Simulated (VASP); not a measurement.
**K3HO: single point with PBE**

Crystal: K3HO.

```
H O K
1.0
     5.06750    0.00000    0.00000
     0.00000    5.06750    0.00000
     0.00000    0.00000    5.06750
H O K
1 1 3
Direct
  0.00000 0.00000 0.00000
  0.50000 0.50000 0.50000
  0.50000 0.50000 0.00000
  0.50000 0.00000 0.50000
  0.00000 0.50000 0.50000
```

The cell comes from a database or a generator and needn't be the stable form of this composition.

```json
{
 "Program": "VASP 6.6.1",
 "Task": "single point",
 "Functional": "PBE",
 "Potentials or basis": "VASP PAW PBE potentials, release 64 (H, O, K_sv)",
 "Cutoff": "520 eV",
 "k mesh": "6 × 6 × 6",
 "Occupations": "gaussian, width 0.02 eV",
 "Spin": "no spin polarisation"
}
```

```
Pressure               : 1.8 GPa
Band gap on the k mesh : 1.64 eV, indirect (least direct gap 1.75 eV)
```

Levels at points of the mesh, in eV from the valence-band top:
| k point | band 14 | band 15 | band 16 | band 17 | band 18 | band 19 | band 20 | band 21 |
| --- | --- | --- | --- | --- | --- | --- | --- | --- |
| (0.00, 0.00, 0.00) | -2.29 | 0.00 | 0.00 | 0.00 | 3.26 | 3.56 | 3.56 | 4.82 |
| (0.50, 0.00, 0.00) | -1.86 | -0.77 | -0.10 | -0.10 | 1.64 | 4.39 | 4.45 | 4.45 |
| (0.50, 0.50, 0.00) | -1.57 | -1.03 | -1.03 | -0.21 | 2.74 | 2.74 | 4.39 | 5.20 |
| (0.50, 0.50, 0.50) | -1.61 | -1.13 | -1.13 | -1.13 | 3.83 | 3.83 | 3.83 | 4.79 |

Wall time 49 s on 1 thread of Intel(R) Xeon(R) Platinum 8488C (Sapphire Rapids), with other jobs on the host, peak memory 0.26 GiB.

A k mesh can miss the band edges. PBE gaps usually lie below the measured ones, often by a third to a half.
